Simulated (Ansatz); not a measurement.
A run on SiC

```yaml
crystal:
  lattice:
    - [1.5389, -2.6675, 0.0]
    - [1.5389, 2.6675, 0.0]
    - [0.0, 0.0, 15.1219]
  atoms:
    - { symbol: Si, position: [0.1666620609, 0.8333379391, 0.857721452] }
    - { symbol: Si, position: [0.8333379391, 0.1666620609, 0.357721452] }
    - { symbol: Si, position: [0.5001149274, 0.4998850726, 0.5245066742] }
    - { symbol: Si, position: [0.4998850726, 0.5001149274, 0.0245066742] }
    - { symbol: Si, position: [0.8334420063, 0.1665579937, 0.6912249934] }
    - { symbol: Si, position: [0.1665579937, 0.8334420063, 0.1912249934] }
    - { symbol: C, position: [0.5001800044, 0.4998199956, 0.6498136388] }
    - { symbol: C, position: [0.4998199956, 0.5001800044, 0.1498136388] }
    - { symbol: C, position: [0.1666200921, 0.8333799079, 0.9826819951] }
    - { symbol: C, position: [0.8333799079, 0.1666200921, 0.4826819951] }
    - { symbol: C, position: [0.8333969726, 0.1666030274, 0.8161912464] }
    - { symbol: C, position: [0.1666030274, 0.8333969726, 0.3161912464] }
kpoints:
  mp_grid: { grid: [10, 10, 2] }
scf:
  occupations: { method: methfessel_paxton, width: 0.2 }
  n_extra_bands: 2
hamiltonian:
  xc: pbe
  pseudopotentials: { kind: nc, accuracy: standard }
output:
  forces: true
  stress: true
  populations: true
  efg: { contact_densities: true }
```

```sh
ansatz run input.yaml --threads 1 --pin off --max-ram 2560MiB --backend cpu --events-out ev --progress --plain --runs-dir out
```

Q: Does this calculation finish, and if not, why?

A: The input was rejected before any iteration. The program says:

```
Error: output.efg without hamiltonian.pseudopotentials.kind: paw|paw_fr|all_electron or hamiltonian.pseudopotentials.kind: all_electron — the all-electron EFG reconstruction needs the PAW one-centre densities; drop the efg request, or set kind: paw (paw_fr under spin-orbit coupling) (under a functional that reads the kinetic-energy density, kind: paw is refused in some combinations and carries risks of its own in the rest: see hamiltonian.xc for the refusals and hamiltonian.pseudopotentials.kind for the risks, both in the input reference; kind: paw is refused beside gw.static_remainder)
```

Against a sound input the change was `scf.occupations.method`: fermi_dirac → methfessel_paxton; `scf.occupations.width`: 0.02 → 0.2; `hamiltonian.pseudopotentials`: {kind: paw} → {kind: nc, accuracy: standard}; `scf.n_extra_bands`: not typed → 2. The message points to `hamiltonian.pseudopotentials`.

With the sound settings the run converges and gives V_zz (10²¹ V/m²) Si1 0.22 (η 0.01), Si3 -0.056 (η 0.07), Si5 0.26 (η 0.01), C7 0.21 (η 0.06), C9 0.065 (η 0.20), C11 0.031 (η 0.41); a site carries the number of its first atom in the input. These hold for the positions as typed, which a relaxation reached.
